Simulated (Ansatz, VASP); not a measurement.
## One calculation of CdS (Hawleyite), two programs

```
Cd S
1.0
     0.00000    2.96321    2.96321
     2.96321    0.00000    2.96321
     2.96321    2.96321    0.00000
Cd S
1 1
Direct
  0.00000 0.00000 0.00000
  0.25000 0.25000 0.25000
```

Alike in both runs: task relaxation of cell and atoms; functional PBE; dispersion D3(BJ); k mesh 8 × 8 × 8; occupations gaussian, width 0.02 eV; no spin polarisation.

|  | VASP | Ansatz |
| --- | --- | --- |
| version | VASP 6.6.1 | Ansatz 0.2.0 |
| potentials or method | VASP PAW PBE potentials, release 64 (Cd, S) | scalar-relativistic, plane waves, PAW |
| plane-wave cutoff (eV) | 600 | 420 |
| valence electrons in the cell | 18 | 26 |

|  | VASP | Ansatz | Ansatz less VASP |
| --- | --- | --- | --- |
| gap on the k mesh at the Fermi level, each at its own relaxed structure (eV) | 1.12 | 1.12 | +0.008 |
| relaxed volume (Å³/atom) | 25.20 | 25.06 | -0.138 |
| relaxed cell length with the largest relative difference (Å) | 4.146 | 4.139 | -0.0076 |
| energy change over the relaxation (meV/atom) | -5 | -6 | -1.6 |

The two sets of potentials don't hold the same shells in valence.

Expect the measured gap to be larger: semilocal functionals such as PBE lack the derivative discontinuity.
